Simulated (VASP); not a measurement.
A run of VASP 6.6.1:

Contents of INCAR:

```
ALGO = Normal
EDIFF = 1E-7
EDIFFG = -0.005
ENCUT = 480
GGA = PS
IBRION = 2
ISIF = 3
ISMEAR = 0
LASPH = True
LCHARG = False
LREAL = False
LWAVE = False
NELM = 60
NSW = 90
PREC = Accurate
SIGMA = 0.02
```

KPOINTS

```
k-points
0
Gamma
  14 14 14
```

The input POSCAR:

```
GaN
1.0
    0.0000000000      2.1352350000      2.1352350000
    2.1352350000      0.0000000000      2.1352350000
    2.1352350000      2.1352350000      0.0000000000
Ga N
1 1
Direct
    0.0000000000      0.0000000000      0.0000000000
    0.5000000000      0.5000000000      0.5000000000
```

Potentials or basis: VASP PAW PBE potentials, release 64 (Ga_d, N_s).

Command:

```sh
$ cat potpaw_PBE.64/Ga_d/POTCAR potpaw_PBE.64/N_s/POTCAR > POTCAR
$ mpirun -np 1 vasp_std > vasp.out
```

Hardware: 1 thread of Intel(R) Xeon(R) 6975P-C (Granite Rapids), on a shared host.

Task: How long does it take, and how much memory?

Result: Run time: 21 s on 1 thread of Intel(R) Xeon(R) 6975P-C (Granite Rapids) (shared host), peak memory 0.16 GiB. Counts: scf iterations 33, k points 104, ion steps 3.
